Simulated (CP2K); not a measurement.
Crystal: CoO.

```
CELL_PARAMETERS angstrom
3.01440 0.00000 0.00000
1.50720 2.61054 0.00000
1.50720 0.87018 2.46124
ATOMIC_POSITIONS crystal
Co 0.00000 0.00000 0.00000
O 0.50000 0.50000 0.50000
```

Base run:

* Program: CP2K 2026.2
* Functional: PBE
* Dispersion: rVV10
* Potentials or basis: POTENTIAL_UZH Co GTH-PBE-q17, O GTH-PBE-q6; TZVP-MOLOPT-PBE-GTH basis
* Density cutoff: 11565 eV
* k mesh: 11 × 11 × 11
* Occupations: fermi-dirac, width 0.05 eV
* Spin: collinear spin, ferromagnetic start
* Starting moments: [2.0, 0.0] μB

Its results: pressure -2.7 GPa; site moments Co +2.74; O +0.26 μB.

Problem. The run is repeated on the same cell with these changes: dispersion from rVV10 to D3. What comes out?

Solution. Pressure -3.9 GPa; site moments Co +2.74; O +0.26 μB.

Caveats: the basis of atomic orbitals isn't converged, which shifts pressures, moduli and gaps; the total moment is fixed, so each spin has its own Fermi level; a cell with one magnetic atom can't hold antiferromagnetic order, which such compounds often take.
